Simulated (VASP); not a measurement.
# LiH: convergence, energy along a vibration (SMASS = -2)

LiH, Fm-3m (no. 225), atoms displaced along the mode, 2 atoms in the cell. PBE, energy along a line of displacements; PAW potentials Li_sv, H (PBE set). VASP 6.6.1.

Wanted: harmonic frequency within 1 %.

Space group without the displacement: Fm-3m (no. 225); Mode: optical mode at Gamma along [111].

POSCAR of the starting run:
```
LiH
1.0
    0.0000000000      2.0367500000      2.0367500000
    2.0367500000      0.0000000000      2.0367500000
    2.0367500000      2.0367500000      0.0000000000
Li H
1 1
Direct
   -0.0014380180     -0.0014380180     -0.0014380180
    0.5099006396      0.5099006396      0.5099006396

    0.0014644415   0.0014644415   0.0014644415
   -0.0100825638  -0.0100825638  -0.0100825638
```

The series start from k mesh: 6 × 6 × 6; Cutoff (eV): 650; Step along the mode (Å): 0.02; Precision and projection: Accurate, reciprocal space. Each series keeps the choices made before it, and each single choice may use up half of a tolerance.

## k mesh

| k mesh | Harmonic frequency (THz) | Time (s) |
|---|---|---|
| 3 × 3 × 3 | 17.85 | 6.7 |
| 4 × 4 × 4 | 14.87 | 8.8 |
| 5 × 5 × 5 | 16.06 | 12 |
| 6 × 6 × 6 | 15.91 | 18 |
| 8 × 8 × 8 | 16 | 31 |
| 10 × 10 × 10 (reference) | 16.01 | 57 |

Chosen: 8 × 8 × 8, the loosest value from which every tighter one stays within half of the tolerance.

## Cutoff (eV)

| Cutoff (eV) | Harmonic frequency (THz) | Time (s) |
|---|---|---|
| 350 | 19.09 | 22 |
| 430 | 15.7 | 27 |
| 500 | 15.95 | 29 |
| 580 | 16 | 30 |
| 650 | 16 | 31 |
| 750 (reference) | 16 | 71 |

Chosen: 500.

## Precision and projection

| Precision and projection | Harmonic frequency (THz) | Time (s) |
|---|---|---|
| Accurate, reciprocal space | 15.98 | 30 |
| Normal, reciprocal space | 15.97 | 13 |
| Normal, Auto | 15.97 | 19 |

Chosen: Normal, reciprocal space, the fastest of those that stay within half of the tolerance.

Also changed on the way, by series that aren't shown: Step along the mode (Å): 0.08.

## All choices together

| Input | Harmonic frequency (THz) | Time (s) |
|---|---|---|
| defaults on a coarse mesh (naive) | 14.87 | 2.2 |
| chosen settings | 15.97 | 13 |
| reference settings throughout | 16.02 | 102 |

The tolerance is met.

## The input

INCAR:
```
SYSTEM = LiH
GGA = PE
PREC = Normal
ENCUT = 500
EDIFF = 1E-7
ALGO = Normal
LREAL = .FALSE.
LASPH = .TRUE.
ISMEAR = 0
SIGMA = 0.03
ISYM = 0
LWAVE = .FALSE.
LCHARG = .FALSE.
IBRION = 0
SMASS = -2
POTIM = 1
NSW = 9
NELMIN = 4
IWAVPR = 11
KPAR = 2
```

KPOINTS:
```
Automatic mesh
0
Gamma
  8 8 8
  0 0 0
```

POSCAR:
```
LiH
1.0
    0.0000000000      2.0367500000      2.0367500000
    2.0367500000      0.0000000000      2.0367500000
    2.0367500000      2.0367500000      0.0000000000
Li H
1 1
Direct
   -0.0057520719     -0.0057520719     -0.0057520719
    0.5396025583      0.5396025583      0.5396025583

    0.0058577662   0.0058577662   0.0058577662
   -0.0403302553  -0.0403302553  -0.0403302553
```

Commands:
```
cat potpaw_PBE.64/Li_sv/POTCAR potpaw_PBE.64/H/POTCAR > POTCAR
mpirun -np 2 vasp_std > vasp.out
```

The chosen input took VASP 6.6.1 13 s on 2 cores (Intel Xeon Platinum 8124M @ 3.00GHz (Skylake/Cascade Lake)), a shared host.

## An input that fails: SMASS left out, so the atoms move under their forces

It runs to its end, but against the unchanged starting input it is off by 9.6 % in the harmonic frequency.

Changes against the starting input:
```
- SMASS = -2
```
